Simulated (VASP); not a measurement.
# K (Fm-3m) in VASP: notebook, part 2 of 2

VASP 6.6.1. Earlier steps stand in the parts before.

### Step 4. Single point, PBE

INCAR reads:

```
SYSTEM = K
ADDGRID = .False. ; ALGO = Normal
EDIFF = 1E-6 ; ENCUT = 550
GGA = PE ; ISIF = 2
ISMEAR = 0 ; LASPH = .True.
LCHARG = .False. ; LREAL = .False.
LWAVE = .False. ; NELM = 100
PREC = Low ; SIGMA = 0.1
```

KPOINTS reads:

```
k-points
0
Gamma
  14 14 14
  0 0 0
```

POSCAR reads:

```
K
1.0
    0.0000000000      3.3918728180      3.3918728180
    3.3918728180      0.0000000000      3.3918728180
    3.3918728180      3.3918728180      0.0000000000
K
1
Direct
    0.0000000000      0.0000000000      0.0000000000
```

Potentials or basis: VASP PAW PBE potentials, release 64 (K_sv).

Command:

```
$ cat potpaw_PBE.64/K_sv/POTCAR > POTCAR
$ mpirun -np 1 vasp_std > vasp.out
```

OUTCAR:

```text
SYSTEM = K
   EDIFF = 1E-6
   ENCUT = 550
   GGA = PE
   ISIF = 2
   ISMEAR = 0
   LASPH = .True.
   LREAL = .False.
   NELM = 100
   PREC = Low

 Found    104 irreducible k-points:

 Following reciprocal coordinates:
            Coordinates               Weight
  0.000000  0.000000  0.000000      1.000000
  0.071429  0.000000  0.000000      8.000000
  0.142857  0.000000  0.000000      8.000000
  0.214286  0.000000  0.000000      8.000000
  0.285714  0.000000  0.000000      8.000000
  0.357143  0.000000  0.000000      8.000000
   k-points           NKPTS =    104   k-points in BZ     NKDIM =    104   number of bands    NBANDS=      8
   number of dos      NEDOS =    301   number of ions     NIONS =      1
   total plane-waves  NPLWV =  21952
   dimension x,y,z NGX =    28 NGY =   28 NGZ =   28
   dimension x,y,z NGXF=    28 NGYF=   28 NGZF=   28
   ions per type =               1
   NGX,Y,Z   is equivalent  to a cutoff of   9.70,  9.70,  9.70 a.u.
   NGXF,Y,Z  is equivalent  to a cutoff of   9.70,  9.70,  9.70 a.u.
 SYSTEM =  K
   PREC   = low       normal or accurate (medium, high low for compatibility)
   ISTART =      0    job   : 0-new  1-cont  2-samecut
   ICHARG =      2    charge: 1-file 2-atom 10-const
   ISPIN  =      1    spin polarized calculation?
   LNONCOLLINEAR =      F non collinear calculations
   LSORBIT =      F    spin-orbit coupling
   LASPH  =      T    aspherical Exc in radial PAW
   ENCUT  =  550.0 eV  40.42 Ry    6.36 a.u.   9.17  9.17  9.17*2*pi/ulx,y,z
   NELM   =    100;   NELMIN=  2; NELMDL= -5     # of ELM steps
   EDIFF  = 0.1E-05   stopping-criterion for ELM
   LREAL  =      F    real-space projection
   EDIFFG = 0.1E-04   stopping-criterion for IOM
   NSW    =      0    number of steps for IOM
   IBRION =     -1    ionic relax: 0-MD 1-quasi-New 2-CG
   NFREE  =      0    steps in history (QN), initial steepest desc. (CG)
   ISIF   =      2    stress and relaxation
   ISYM   =      2    0-nonsym 1-usesym 2-fastsym
   POTIM  = 0.5000    time-step for ionic-motion
   TEBEG  =    0.0;   TEEND  =   0.0 temperature during run
   PSTRESS=    0.0 pullay stress
   NELECT =       9.0000    total number of electrons
   NUPDOWN=      -1.0000    fix difference up-down
   EMIN   =  10.00;   EMAX   =-10.00  energy-range for DOS
   EFERMI =   0.00;   METHOD = LEGACY
   ISMEAR =     0;   SIGMA  =   0.10  broadening in eV -4-tet -1-fermi 0-gaus
   EFERMI_NEDOS =   21; number of points for ismear=-14 and -15
   IALGO  =     38    algorithm
   IMIX   =      4    mixing-type and parameters
     AMIX     =   0.40;   BMIX     =  1.00
     AMIX_MAG =   1.60;   BMIX_MAG =  1.00
  volume/ion in A,a.u.               =      78.05       526.68
  Fermi-wavevector in a.u.,A,eV,Ry     =   0.796843  1.505815  8.639139  0.634959
  Thomas-Fermi vector in A             =   1.903445
   LORBIT       =      0    0 simple, 1 ext, 2 COOP (PROOUT), +10 PAW based schemes
   GGA     = PE    functional components
   LHFCALC =     F    Hartree Fock is set to
   AEXX    =    0.0000 exact exchange contribution
   IVDW    =     0    specifies the selected vdW correction
   LEPSILON=     F    determine dielectric tensor
   LRPA    =     F    only Hartree local field effects (RPA)
 non-spin polarized calculation
 Gauss-broadening in eV      SIGMA  =   0.10
  energy-cutoff  :      550.00
  volume of cell :       78.05
 maximum number of plane-waves:      2303
   NGX = 19   NGY = 19   NGZ = 19

 number of electron       8.9999942 magnetization

 Free energy of the ion-electron system (eV)
  ---------------------------------------------------
  ext. energy  EPLUGINS =         0.00000000
  ---------------------------------------------------
  free energy    TOTEN  =        -1.04794632 eV

  energy without entropy =       -1.04425865  energy(sigma->0) =       -1.04610249

 E-fermi :  -0.2406     XC(G=0):  -5.5103

 val. band max:       -0.2910925547   @ k =   0.5000   0.3571   0.1429
 cond. band min:      -0.2277106424   @ k =   0.5000   0.2857   0.0714
 fundamental gap:      0.0633819123
 Fermi energy:        -0.2405948694

 k-point     1 :       0.0000    0.0000    0.0000
  band No.  band energies     occupation
      1     -32.4107      2.00000
      2     -15.8650      2.00000
      3     -15.8649      2.00000
      4     -15.8649      2.00000
      5      -2.3203      2.00000
      6       3.9059      0.00000
      7       3.9059      0.00000
      8       3.9060      0.00000

 k-point     2 :       0.0714    0.0000    0.0000
  band No.  band energies     occupation
      1     -32.4106      2.00000
      2     -15.8676      2.00000
      3     -15.8653      2.00000
      4     -15.8653      2.00000
      5      -2.2631      2.00000
      6       3.7335      0.00000
      7       3.9284      0.00000
      8       3.9285      0.00000

 k-point     3 :       0.1429    0.0000    0.0000
  band No.  band energies     occupation
      1     -32.4102      2.00000
      2     -15.8751      2.00000
      3     -15.8664      2.00000
      4     -15.8663      2.00000
      5      -2.0931      2.00000
      6       3.3074      0.00000
      7       3.9755      0.00000
      8       3.9756      0.00000

 k-point     4 :       0.2143    0.0000    0.0000
  band No.  band energies     occupation
      1     -32.4097      2.00000
      2     -15.8858      2.00000
      3     -15.8679      2.00000
      4     -15.8678      2.00000
      5      -1.8150      2.00000
      6       2.7528      0.00000
      7       3.9840      0.00000
      8       3.9841      0.00000

 k-point     5 :       0.2857    0.0000    0.0000
  band No.  band energies     occupation
      1     -32.4091      2.00000
      2     -15.8978      2.00000
      3     -15.8696      2.00000
      4     -15.8695      2.00000
      5      -1.4371      2.00000
      6       2.1337      0.00000
      7       3.9113      0.00000
      8       3.9115      0.00000

 k-point     6 :       0.3571    0.0000    0.0000
  band No.  band energies     occupation
      1     -32.4085      2.00000
      2     -15.9084      2.00000
      3     -15.8711      2.00000
      4     -15.8710      2.00000
      5      -0.9705      2.00000
      6       1.4835      0.00000
      7       3.8066      0.00000
      8       3.8067      0.00000

 [... further k-points ...]

------------------------ aborting loop because EDIFF is reached ----------------------------------------

  FORCE on cell =-STRESS in cart. coord.  units (eV):
  Direction    XX          YY          ZZ          XY          YZ          ZX
  --------------------------------------------------------------------------------------
  -------------------------------------------------------------------------------------
  Total       -0.0923264     -0.0923264     -0.0923264      0.0000000      0.0000000      0.0000000
  in kB       -1.8953430     -1.8953430     -1.8953430      0.0000000      0.0000000      0.0000000
  external PRESSURE =      -1.8953430 kB  Pullay stress =       0.0000000 kB

 VOLUME and BASIS-vectors are now :
 -----------------------------------------------------------------------------
  energy-cutoff  :      550.00
  volume of cell :       78.05
      direct lattice vectors                 reciprocal lattice vectors
     0.000000000  3.391872818  3.391872818    -0.147411188  0.147411188  0.147411188
     3.391872818  0.000000000  3.391872818     0.147411188 -0.147411188  0.147411188
     3.391872818  3.391872818  0.000000000     0.147411188  0.147411188 -0.147411188

 POSITION                                       TOTAL-FORCE (eV/Angst)
 -----------------------------------------------------------------------------------
      0.00000      0.00000      0.00000         0.000000      0.000000     -0.000000
 -----------------------------------------------------------------------------------
    total drift:                               -0.000000     -0.000000     -0.000000

  FREE ENERGIE OF THE ION-ELECTRON SYSTEM (eV)
  ---------------------------------------------------
  free  energy   TOTEN  =        -1.0479463187 eV

  energy  without entropy=       -1.0442586536  energy(sigma->0) =       -1.04610249
```

OSZICAR:

```text
N       E                     dE             d eps       ncg     rms          rms(c)
DAV:   1     0.499681931127E+02    0.49968E+02   -0.37251E+03  1664   0.889E+02
DAV:   2     0.585649188027E+00   -0.49383E+02   -0.49033E+02  1688   0.219E+02
DAV:   3    -0.993214536402E+00   -0.15789E+01   -0.15742E+01  2592   0.370E+01
DAV:   4    -0.104643574363E+01   -0.53221E-01   -0.52464E-01  2528   0.491E+00
DAV:   5    -0.104710168937E+01   -0.66595E-03   -0.66592E-03  2832   0.418E-01    0.182E+00
DAV:   6    -0.104743734608E+01   -0.33566E-03   -0.12022E-03  2632   0.267E-01    0.112E+00
DAV:   7    -0.104787241790E+01   -0.43507E-03   -0.26825E-03  2536   0.408E-01    0.515E-02
DAV:   8    -0.104793703327E+01   -0.64615E-04   -0.12082E-04  2560   0.153E-01    0.167E-02
DAV:   9    -0.104794717612E+01   -0.10143E-04   -0.12808E-05  2536   0.302E-02    0.544E-03
DAV:  10    -0.104794631874E+01    0.85737E-06   -0.19063E-06  2624   0.133E-02
   1 F= -.10479463E+01 E0= -.10461025E+01  d E =-.368767E-02
```

stdout:

```text
POSCAR found type information on POSCAR K
 POSCAR found :  1 types and       1 ions
 scaLAPACK will be used
 LDA part: xc-table for (Slater+PW92), standard interpolation
 POSCAR, INCAR and KPOINTS ok, starting setup
 FFT: planning ... GRIDC
 FFT: planning ... GRID_SOFT
 FFT: planning ... GRID
 WAVECAR not read
 entering main loop
```

Run time: 25 s. Hardware: 1 thread of Intel Xeon Platinum 8488C (Sapphire Rapids), shared host; peak memory 0.16 GiB.

The run converged, but some of its settings lie outside the range that counts as converged, so its numbers aren't taken as properties of the crystal.

What came out:

```yaml
Free_energy: -1.0479 eV
Pressure: -0.2 GPa
Band_gap_on_the_k_mesh: none (metal or under the smearing width)
```

### Step 5. Single point, PBE

Edit INCAR of step 4 so:

```diff
@@ -7,2 +7,2 @@
 LWAVE = .False. ; NELM = 100
-PREC = Low ; SIGMA = 0.1
+PREC = Normal ; SIGMA = 0.1
```

KPOINTS is that of step 4.

POSCAR is that of step 4.

Command:

```
$ cat potpaw_PBE.64/K_sv/POTCAR > POTCAR
$ mpirun -np 1 vasp_std > vasp.out
```

It took 27 s on 1 thread of Intel Xeon Platinum 8488C (Sapphire Rapids), shared host; peak memory 0.19 GiB.

These settings aren't checked as converged: the numbers below hold their error.

What came out:

```yaml
Free_energy: -1.0480 eV
Pressure: -0.2 GPa
Band_gap_on_the_k_mesh: none (metal or under the smearing width)
```

### Step 6. Single point, PBE

INCAR reads:

```
SYSTEM = K
ADDGRID = .False. ; ALGO = Normal
EDIFF = 1E-6 ; ENCUT = 550
GGA = PE ; ISIF = 2
ISMEAR = 0 ; LASPH = .True.
LCHARG = .False. ; LREAL = Auto
LWAVE = .False. ; NELM = 100
PREC = Accurate ; SIGMA = 0.1
```

KPOINTS is that of step 5.

POSCAR is that of step 5.

Potentials or basis: VASP PAW PBE potentials, release 64 (K_sv).

Command:

```
$ cat potpaw_PBE.64/K_sv/POTCAR > POTCAR
$ mpirun -np 1 vasp_std > vasp.out
```

It took 1.7 min on 1 thread of Intel Xeon Platinum 8488C (Sapphire Rapids), shared host; peak memory 0.25 GiB.

These settings aren't checked as converged: the numbers below hold their error.

What came out:

- Free energy: -1.0478 eV
- Pressure: -0.2 GPa
- Band gap on the k mesh: none (metal or under the smearing width)
